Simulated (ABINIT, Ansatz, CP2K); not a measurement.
# The equilibrium volume of Al2Cu, sorted by core time

Space group P4/mmm (No. 123). a = 4.105 Å, b = 4.105 Å, c = 2.891 Å, α = 90.00°, β = 90.00°, γ = 90.00°
```csv
atom,site,symmetry,x,y,z
Cu,1a,4/mmm,0.0000,0.0000,0.0000
Al,2e,mmm.,0.0000,0.5000,0.5000
```

The cell comes from a database or a generator and needn't be the stable form of this composition.

| rung | level | program and potentials | cutoff (eV) | k mesh | smearing | core time | chip | equilibrium volume (Å³/atom) | notes |
| --- | --- | --- | --- | --- | --- | --- | --- | --- | --- |
| GGA + dispersion | PBEsol+D3(BJ) | Ansatz, Ansatz PAW | 420 | 7 × 7 × 9 | fermi-dirac 0.05 | 28 s | Intel Xeon Skylake/Cascade Lake | 15.28 | potentials made for PBE, which Ansatz adapts in part; 8.33 valence electrons an atom on average |
| GGA | PBEsol | Ansatz, Ansatz PAW | 420 | 7 × 7 × 9 | fermi-dirac 0.05 | 28 s | Intel Xeon Skylake/Cascade Lake | 15.84 | potentials made for PBE, which Ansatz adapts in part; 8.33 valence electrons an atom on average |
| GGA + dispersion | PBEsol+D4 | Ansatz, Ansatz PAW | 420 | 7 × 7 × 9 | fermi-dirac 0.05 | 30 s | Intel Xeon Skylake/Cascade Lake | 15.51 | potentials made for PBE, which Ansatz adapts in part; 8.33 valence electrons an atom on average |
| GGA + dispersion | PBEsol+D3(BJ)+ATM | Ansatz, Ansatz PAW | 420 | 7 × 7 × 9 | fermi-dirac 0.05 | 32 s | Intel Xeon Skylake/Cascade Lake | 15.36 | potentials made for PBE, which Ansatz adapts in part; 8.33 valence electrons an atom on average |
| LDA | LDA | CP2K, GTH_POTENTIALS Cu GTH-PADE-q11, Al GTH-PADE-q3; TZVP-MOLOPT-PBE-GTH basis | - | 5 × 5 × 7 | fermi-dirac 0.05 | 3.6 min | Arm Neoverse V2 | 15.37 | atomic basis; 5.67 valence electrons an atom on average |
| GGA | PBEsol | ABINIT, PseudoDojo NC SR PBEsol v0.4.1 standard | 1252 | 5 × 5 × 6 | fermi-dirac 0.05 | 5.5 min | Arm Neoverse V2 | 15.79 | coarse mesh; 8.33 valence electrons an atom on average |
| LDA | LDA | ABINIT, JTH PAW LDA v2.0 | 707 | 7 × 7 × 9 | fermi-dirac 0.05 | 5.8 min | Arm Neoverse V2 | 15.35 | 8.33 valence electrons an atom on average |
| GGA | PBEsol | ABINIT, PseudoDojo NC SR PBEsol v0.4.1 standard | 1252 | 5 × 5 × 7 | fermi-dirac 0.05 | 14 min | Arm Neoverse V2 | 15.82 | 8.33 valence electrons an atom on average |

Times are single runs on shared hosts and different chips, so they are rough; meshes, cutoffs and the tasks' sizes weigh on the time. Task: relaxation of cell and atoms. All rows: no spin polarisation. Smearing widths are in eV. For a metal such meshes aren't converged. Meshes differ between rows, which moves values too. Meshes are those of the run's cell of 3 atoms unless a note names another. Relaxations start from the cell shown or near it and stop with a little pressure left. Runs on faulty files, with rough fits or with known faults for this quantity aren't shown. PBE isn't shown for this crystal. No row holds spin-orbit coupling.

By rung: LDA 15.35; GGA + dispersion 15.28 to 15.51; GGA 15.82 to 15.84; LDA in atomic bases 15.37; GGA on coarse meshes 15.79 (Å³/atom).
